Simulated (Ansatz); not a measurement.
Gas-phase electronic energies from Ansatz, PBE0-D4/def2-TZVP geometries. CCSD(T)/CBS is the MP2 limit (def2-TZVPP, def2-QZVPP) plus CCSD(T) − MP2 in def2-TZVPP, frozen cores. This one scheme is used for every species. DFT in def2-TZVPP. One conformer a species, not always the lowest.

Reaction (formal hydrolysis of a C–N bond): `BNC(C)=O` + H₂O → `CC(=O)O` + `BN`

`BNC(C)=O`:

```xyz
11

B    -0.120    2.054   -0.283
N    -0.373    0.682   -0.084
C     0.584   -0.337    0.036
C    -0.002   -1.709    0.237
O     1.764   -0.123   -0.021
H    -1.068    2.776   -0.362
H     1.001    2.437   -0.365
H    -1.327    0.362   -0.016
H    -0.628   -1.983   -0.616
H    -0.633   -1.729    1.130
H     0.803   -2.432    0.343
```

H₂O:

Z-matrix (Å, degrees):
```
O
H 1 0.960
H 1 0.960 2 105.1
```

`CC(=O)O`:

```xyz
8

C    -0.446   -0.410   -0.745
C    -0.014    0.337    0.476
O    -0.719    1.008    1.178
O     1.301    0.174    0.718
H     0.123   -0.063   -1.610
H    -0.233   -1.473   -0.622
H    -1.509   -0.257   -0.910
H     1.498    0.684    1.516
```

`BN`:

```xyz
6

B     0.181   -0.576    0.320
N    -0.186    0.592   -0.329
H     0.697   -0.503    1.397
H    -0.028   -1.626   -0.214
H    -0.623    0.605   -1.235
H    -0.040    1.508    0.060
```

**Question.** Is it downhill or uphill in electronic energy at CCSD(T)/CBS, and by how much? (Estimate.)

**Answer.** The calculation gave: Downhill: ΔE = -0.27 eV.

**Question.** What do these levels give: ωB97X-V, HF/def2-TZVPP, SCS-MP2/def2-TZVPP, CCSD(T)/def2-TZVPP, MP2/CBS(def2), CCSD/CBS(def2)? (Best estimate.)

**Answer.** Computed: ωB97X-V -0.37, HF/def2-TZVPP -0.37, SCS-MP2/def2-TZVPP -0.31, CCSD(T)/def2-TZVPP -0.31, MP2/CBS(def2) -0.25, CCSD/CBS(def2) -0.27 eV.

Largest T1 diagnostic among the species: 0.015.

From PBE to PBE0 (25 % exact exchange), in def2-TZVPP and without D4, ΔE moves by +0.04 eV. In def2-TZVPP, CCSD(T) changes the Hartree–Fock value by +0.06 eV (the triples alone add +0.00 eV) and MP2 by +0.08 eV. The D4 term adds +0.06 eV with B3LYP and +0.03 eV with PBE0; it sums over pairs of atoms, weighted by their polarisabilities, and B3LYP, whose exchange is more repulsive, gets the larger term.

B3LYP here is the variant with VWN-RPA as its local correlation; programs differ in this.
